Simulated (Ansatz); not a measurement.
# Al6H: the cost of one run

Program: Ansatz 0.2.0. Level of theory: DFT PBEsol, scalar-relativistic, plane waves, PAW. These are calculated values, not measurements.

4 further runs of the same task are left out: 1 that didn't finish, 3 set aside as unsound or not needed.

### 1 Starting point

Symmetry: Pmm2, No. 25, orthorhombic system. The conventional cell has a = 2.839 Å, b = 4.016 Å, c = 24.099 Å, α = 90.00°, β = 90.00°, γ = 90.00°. Al (site symmetry mm2) has 7 Al at 2.84 Å as nearest neighbours. Al (site symmetry mm2) has 11 Al at 2.77 to 2.84 Å as nearest neighbours. Al (site symmetry mm2) has 12 Al at 2.81 to 2.84 Å as nearest neighbours. Al (site symmetry mm2) has 12 Al at 2.74 to 2.87 Å as nearest neighbours. Around Al (site symmetry mm2) lie 11 Al at 2.76 to 2.87 Å. Around Al (site symmetry mm2) lie 7 Al at 2.74 to 2.84 Å.

As a file:

```xyz
6
Lattice="2.8394 0.0000 0.0000 0.0000 4.0156 0.0000 0.0000 0.0000 24.0986" Properties=species:S:1:pos:R:3 pbc="T T T"
Al    1.4197    2.0078    8.5000
Al    0.0000    0.0000    9.9197
Al    1.4197    2.0078   11.3394
Al    0.0000    0.0000   12.6921
Al    1.4197    2.0078   14.1745
Al    0.0000    0.0000   15.4350
```

Planes are indexed in the bulk's conventional cell (Fm-3m (No. 225)), a = 4.016 Å, b = 4.016 Å, c = 4.016 Å, α = 90.00°, β = 90.00°, γ = 90.00°.

It is a (110) slab, 7.1 Å thick as cut, with 17 Å of vacuum; its outer planes are Al (top) and Al (bottom). An earlier relaxation, lower half held, gave -3145.5615 eV, work function 3.90 eV.

### 2 H put at a top (Al) site

input.yaml reads:

```yaml
crystal:
  lattice:
    - [2.8394270062, 0.0, 0.0]
    - [0.0, 4.0155561815, 0.0]
    - [0.0, 0.0, 26.0985675155]
  atoms:
    - { symbol: Al, position: [0.5, 0.5, 0.3256883733] }
    - { symbol: Al, position: [0.0, 0.0, 0.3800865123] }
    - { symbol: Al, position: [0.5, 0.5, 0.4344846513] }
    - { symbol: Al, position: [0.0, 0.0, 0.4863154555] }
    - { symbol: Al, position: [0.5, 0.5, 0.5431153486] }
    - { symbol: Al, position: [0.0, 0.0, 0.5914115929] }
    - { symbol: H, position: [0.0, 0.0, 0.6496523373] }
basis:
  ecutwfc: 420
kpoints:
  mp_grid: { grid: [10, 7, 1] }
hamiltonian:
  xc: pbesol
scf:
  occupations: { method: gaussian, width: 0.1 }
output:
  forces: true
  eigenvalues: true
  write_density: true
  write_potential: true
  elf: true
  volumetric_format: npy
relax:
  adjacent_minimum: "off"
  f_tol: 0.03
  max_steps: 70
  constraints: [{ sites: [0, 1, 2] }]
efield:
  axis: 3
  dipole_correction: true
  ramp_width: 0.04
```

Launch:

```console
> ansatz run input.yaml --threads 1 --pin off --max-ram 2560MiB --backend cpu --events-out ev --progress --plain --runs-dir out
```

Q: Estimate wall time and peak memory on 1 thread of Intel Xeon 6975P-C (Granite Rapids), shared host.

About 35 s, with a peak of 0.52 GiB.
